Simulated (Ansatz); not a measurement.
A relaxation of cell and atoms of BN built on the zincblende prototype with Ansatz, at the level LDA. The starting cell comes from a relaxation with PBE.

input.yaml:
```yaml
crystal:
  lattice:
    - [0.0, 1.8122639362, 1.8122639362]
    - [1.8122639362, 0.0, 1.8122639362]
    - [1.8122639362, 1.8122639362, 0.0]
  atoms:
    - { symbol: B, position: [0.0, 0.0, 0.0] }
    - { symbol: "N", position: [0.25, 0.25, 0.25] }
kpoints:
  mp_grid: { grid: [10, 10, 10] }
hamiltonian:
  xc: lda
scf:
  occupations: { method: fermi_dirac, width: 0.02 }
relax:
  f_tol: 0.005
  cell: {}
output:
  write_density: true
  write_potential: true
  elf: true
  volumetric_format: npy
```

Command: `ansatz run input.yaml --threads 4 --pin off --max-ram 7372MiB --backend cpu --events-out ev --progress --plain --runs-dir out`. It took 1.3 s on 4 threads of Arm Neoverse V2 (shared host); peak host memory 0.27 GiB.

What the program printed (shortened):
```
Functional definition: SPW92
Crystal: 2 atoms, lattice volume = 11.904 Å³
Basis set: ecut = 420 eV, 259 PW (Γ)
Bands: 8, of which v1, the nominal top of the filled ones, is band 4 counted from 1 (3 counted from 0)
Symmetry: 24 space group operations
Space group: F-43m (ITA 216)
k-points: 47 of 1000 (time reversal used)
SCF 1 converged in 6 iterations: F = -526.449891 eV  dr2 = 6.76e-10
relax step 1: F+E_penalty+E_count = -526.44989063 eV  P = -13.766 GPa  Ω = 11.904 Å³
SCF 2 converged in 5 iterations: F = -526.467259 eV  dr2 = 1.71e-10
relax step 2: F+E_penalty+E_count = -526.46725950 eV  P = -5.779 GPa  Ω = 11.655 Å³
SCF 3 converged in 4 iterations: F = -526.471759 eV  dr2 = 1.86e-7
relax step 3: F+E_penalty+E_count = -526.47175920 eV  P = +0.265 GPa  Ω = 11.481 Å³
SCF 4 converged in 3 iterations: F = -526.471701 eV  dr2 = 3.66e-8
relax step 4: F+E_penalty+E_count = -526.47170110 eV  P = -0.004 GPa  Ω = 11.488 Å³
SCF 5 converged in 5 iterations: F = -526.468648 eV  dr2 = 4.35e-12
relax step 5: F+E_penalty+E_count = -526.46864826 eV  P = -0.454 GPa  Ω = 11.488 Å³  (SCF on a basis re-selected at this cell)
SCF 6 converged in 3 iterations: F = -526.468771 eV  dr2 = 1.16e-7
relax step 6: F+E_penalty+E_count = -526.46877140 eV  P = -0.008 GPa  Ω = 11.476 Å³
SCF 7 converged in 5 iterations: F = -526.468771 eV  dr2 = 3.06e-14
relax step 7: F+E_penalty+E_count = -526.46877143 eV  P = -0.009 GPa  Ω = 11.476 Å³  (SCF on a basis re-selected at this cell)
Free energy (F): -526.468771 eV
Fermi energy:    13.588953 eV
--- Stress (GPa, compression-positive) ---
       -0.008725       0.000000       0.000000
        0.000000      -0.008725       0.000000
        0.000000       0.000000      -0.008725
  P = ⅓ Tr σ = -0.0087 GPa (-0.087 kbar)
--- Relaxed structure (5 steps of the walk, 5 accepted, 2 SCFs on fresh bases) ---
  F+E_penalty+E_count = -526.46877143 eV
  cell:  # Å, volume = 11.4758 Å³
    - [0.000000, 1.790265, 1.790265]
    - [1.790265, 0.000000, 1.790265]
    - [1.790265, 1.790265, 0.000000]
  atoms:
    - { symbol: B, position: [0.000000, 0.000000, 0.000000] }
    - { symbol: N, position: [0.250000, 0.250000, 0.250000] }
```

Planar averages along the third cell vector, from rho_z.tsv and v_z.tsv (valence density with its augmentation; electrostatic potential energy of an electron, of which only differences have a meaning):

| z (Å) | ρ (e/Å³) | v_es (eV) |
| --- | --- | --- |
| 0.00 | 0.747 | -4.08 |
| 0.14 | 0.920 | -5.99 |
| 0.28 | 1.072 | -6.98 |
| 0.42 | 1.159 | -6.77 |
| 0.56 | 1.160 | -5.37 |
| 0.70 | 1.092 | -3.06 |
| 0.84 | 0.980 | -0.25 |
| 0.98 | 0.841 | 2.80 |
| 1.13 | 0.689 | 5.93 |
| 1.27 | 0.549 | 8.76 |
| 1.41 | 0.443 | 10.73 |
| 1.55 | 0.375 | 11.47 |
| 1.69 | 0.341 | 10.91 |
| 1.83 | 0.337 | 9.24 |
| 1.97 | 0.359 | 6.72 |
| 2.11 | 0.406 | 3.84 |
| 2.25 | 0.482 | 1.08 |
| 2.39 | 0.596 | -1.60 |

In 5 steps the volume changed by -3.6 %; between the first SCF and the last, each on a basis chosen for its cell, the energy fell by 9.4 meV an atom. At the end: space group F-43m (No. 216), cubic; a = 3.581 Å in the conventional setting, 5.74 Å³ an atom. Around B lie 4 N at 1.55 Å; around N lie 4 B at 1.55 Å.

No spin polarisation and no zero-point or thermal motion.
